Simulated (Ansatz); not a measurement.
Runs of Ansatz 0.2.0 on Mn3Si. The structure is cubic, space group Fm-3m (No. 225). Conventional cell: a = 5.722 Å, b = 5.722 Å, c = 5.722 Å, α = 90.00°, β = 90.00°, γ = 90.00°. Mn (site symmetry -43m) is surrounded by 4 Mn at 2.48 Å and 4 Si at 2.48 Å. Mn (site symmetry m-3m) has 8 Mn at 2.48 Å as nearest neighbours. Si (site symmetry m-3m) is surrounded by 8 Mn at 2.48 Å. 

```tsv
task	level	cell	cutoff (eV)	points for each segment of the path	gap on the mesh (eV)	pressure (GPa)	moment (μB)	relaxed volume (Å³/atom)
band structure	r2SCAN	as given	500	14	none	(b)	3.44	-
relaxation of cell and atoms	BLYP+D3(BJ)	relaxed	420	-	-	0.0	1.05	10.90
relaxation of cell and atoms	BLYP	relaxed	420	-	none	0.0	1.01	11.69
relaxation of cell and atoms	BLYP+D4	relaxed	420	-	-	0.0	1.04	(a)
band structure	BLYP	as given	420	14	none	(c)	1.01	-
```

Alike in all rows: potentials or basis Ansatz PAW; spin collinear, ferromagnetic start; k mesh 8 × 8 × 8; smearing fermi-dirac 0.05 eV.

Estimate the missing entries.

(a) 11.02; (b) -9.3; (c) -0.4.

Caveats: the PAW data sets come from PBE, with cores solved anew for the run's functional, which leaves a small shift of forces and pressure; the starting moments weren't kept; the plane-wave basis is chosen anew once the cell has moved, so the energies of steps on either side of that aren't comparable (some runs); the magnetic or orbital state may not be the lowest (some runs).

A gap of «none» marks a metal or a gap under the smearing width.

Runs at the PBE level aren't shown here.
